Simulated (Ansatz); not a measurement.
Base system: KF in the rock salt structure (space group Fm-3m, No. 225; a = 5.4207 Å). Axes: x, y, z lie along the cube axes.

Computed with Kohn–Sham DFT with the PBE functional, run in Ansatz (a program for electronic structure) with PAW and 420 eV plane waves, no spin-orbit coupling.

Now apply this change: every lattice vector is stretched by 2.50 %, atoms relaxed at fixed cell.

Q: Predict the stress tensor and what it implies for the stiffness.

A: Stress of the strained cell less that of the base (GPa, compression positive):
```
  -1.80    0.00    0.00
   0.00   -1.80    0.00
   0.00    0.00   -1.80
```

Then B = −ΔP/(ΔV/V₀) with ΔV/V₀ = 0.0769 gives secant stiffness values (nonlinear terms included at this strain): B ≈ 23 GPa.

As a check, the harmonic strain energy −½ V₀ Δσ:ε is 8.4 meV/atom; the computed energy rise is 9.2 meV/atom.

No phonon test of stability was made.
